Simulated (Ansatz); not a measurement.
# Relaxing Fe in the diamond type

First guess:

```xyz
2
Lattice="0.0000 2.6363 2.6363 2.6363 0.0000 2.6363 2.6363 2.6363 0.0000" Properties=species:S:1:pos:R:3 pbc="T T T"
Fe    0.0000    0.0000    0.0000
Fe    1.3181    1.3181    1.3181
```

These are results of DFT, PBE, PAW with Ansatz's default frozen-core files, scalar-relativistic (Ansatz 0.2.0), not measurements.

Cell and atoms relax within the symmetry of the start on a 13×13×13 k mesh with 0.03 eV Fermi–Dirac smearing, from parallel moments.

The start is built from a prototype, known or not as a phase of this compound; the cutoff is 420 eV.

The magnetic state is the one reached from parallel moments; other orders may lie lower.

(1) What is the pressure of the first guess?

(2) What does it relax to?

(3) How much energy does the relaxation release?

(4) What moment does the relaxed primitive cell (2 atoms) carry?

Answers

(1) -21.6 GPa.

(2) a = 4.872 Å, b = 4.872 Å, c = 4.872 Å, α = 90.00°, β = 90.00°, γ = 90.00° (conventional cell), 14.46 Å³ per atom:
Space group Fd-3m:1 (No. 227). a = 4.872 Å, b = 4.872 Å, c = 4.872 Å, α = 90.00°, β = 90.00°, γ = 90.00°
```json
{"atom": "Fe", "site": "8b", "symmetry": "-43m", "x": "0.0000", "y": "0.0000", "z": "0.5000"}
```

(3) 323 meV/atom.

(4) 0.00 μB.
